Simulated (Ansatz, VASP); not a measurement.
MgO in VASP and in Ansatz

INCAR

```
PREC     = Accurate       # precision mode
ENCUT    = 520            # plane-wave cutoff, eV
EDIFF    = 1E-6           # SCF threshold, eV
ISMEAR   = -1             # smearing method
SIGMA    = 0.02           # smearing width, eV
LREAL    = F              # projectors in reciprocal space
LASPH    = T              # aspherical terms in the spheres
NELM     = 80             # most SCF steps
ALGO     = Normal         # electronic algorithm
ISIF     = 2              # what is computed and relaxed
LWAVE    = F              # write WAVECAR
LCHARG   = F              # write CHGCAR
GGA      = PE             # functional
IBRION   = 2              # ionic algorithm
NSW      = 80             # ionic steps
EDIFFG   = -0.02          # ionic threshold
```

Contents of KPOINTS:

```
Automatic mesh
0
Gamma
  13 13 13
```

POSCAR

```
MgO
1.0
    0.0000000000      2.0580884821      2.0580884821
    2.0580884821      0.0000000000      2.0580884821
    2.0580884821      2.0580884821      0.0000000000
Mg O
1 1
Direct
    0.0000000000      0.0000000000      0.0000000000
    0.5000000000      0.5000000000      0.5000000000
```

Input for Ansatz:

```yaml
crystal:
  lattice:
    - [0.0, 2.0580884821, 2.0580884821]
    - [2.0580884821, 0.0, 2.0580884821]
    - [2.0580884821, 2.0580884821, 0.0]
  atoms:
    - { symbol: Mg, position: [0.0, 0.0, 0.0] }
    - { symbol: O, position: [0.5, 0.5, 0.5] }
kpoints:
  mp_grid: { grid: [13, 13, 13] }
scf:
  occupations: { method: fermi_dirac, width: 0.02 }
hamiltonian:
  xc: pbe
  pseudopotentials: { kind: paw, frozen_core: stored }
output:
  forces: true
  stress: true
  populations: true
  efg: { quadrupole_moments_barn: { Mg: 0.1994, O: -0.02558 } }
  write_density: true
  write_potential: true
  elf: true
  volumetric_format: npy
relax:
  f_tol: 0.02
  max_steps: 60
```

Change from the starting cell: volume scaled by 1.06, ions relaxed.

Alike in both runs: task relaxation of the atoms; functional PBE; k mesh 13 × 13 × 13; occupations fermi-dirac, width 0.02 eV; no spin polarisation.

|  | VASP | Ansatz |
| --- | --- | --- |
| version | VASP 6.6.1 | Ansatz 0.2.0 |
| potentials or method | VASP PAW PBE potentials, release 64 (Mg, O) | plane-wave PAW, scalar-relativistic |
| plane-wave cutoff (eV) | 520 | 420 |
| valence electrons in the cell | 8 | 16 |

```tsv
	VASP	Ansatz	Ansatz less VASP
gap on the k mesh at the Fermi level, each at its own relaxed structure (eV)	5.43	5.44	+0.014
```

The two sets of potentials don't hold the same shells in valence. Ansatz warned: «stress_scf_threshold_loose».

Caveats: the relaxation stopped at its first step, so nothing moved; an odd mesh through Γ misses points on the zone boundary, where band edges often lie.
